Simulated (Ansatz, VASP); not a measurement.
CuO in VASP and in Ansatz

```
Cu O
1.0
     0.00000    2.32725    2.32725
     2.32725    0.00000    2.32725
     2.32725    2.32725    0.00000
Cu O
1 1
Direct
  0.00000 0.00000 0.00000
  0.25000 0.25000 0.25000
```

Measurements of this composition are mostly on another form, of space group No. 15.

Alike in both runs: task single point; functional r2SCAN; k mesh 7 × 7 × 7; occupations gaussian, width 0.05 eV; collinear spin, zero start; Hubbard terms Cu d U = 8 eV.

```csv
,VASP,Ansatz
version,VASP 6.6.1,Ansatz 0.2.0
potentials or method,"VASP PAW PBE potentials, release 64 (Cu, O)",Ansatz PAW
plane-wave cutoff (eV),520,500
valence electrons in the cell,17,25
```

Ansatz gave:

```
gap on the k mesh at the Fermi level (eV)                     : none
pressure (GPa)                                                : -8.0
net moment per atom (μB)                                      : 0.50
size of the moment on the site where the two differ most (μB) : 0.61
```

What did VASP give for the same quantities?

gap on the k mesh at the Fermi level (eV): none; pressure (GPa): -16.4; net moment per atom (μB): 0.00; size of the moment on the site where the two differ most (μB): 0.00.

The net moments differ so much that the two runs ended in different magnetic states, which moves the other rows too. Site moments also hang on the region over which each program counts them. The programs project onto different local orbitals, so the same U acts differently. A gap of «none» marks a metal or a gap that the smearing closes. The two sets of potentials don't hold the same shells in valence.

Caveats: the PAW data sets were made with another functional, which shifts forces and pressure a little (VASP); the magnetic or orbital state may not be the lowest (Ansatz); a cell with one magnetic atom can't hold antiferromagnetic order, which such compounds often take (Ansatz); the PAW data sets come from PBE, with cores solved anew for the run's functional, which leaves a small shift of forces and pressure (Ansatz).
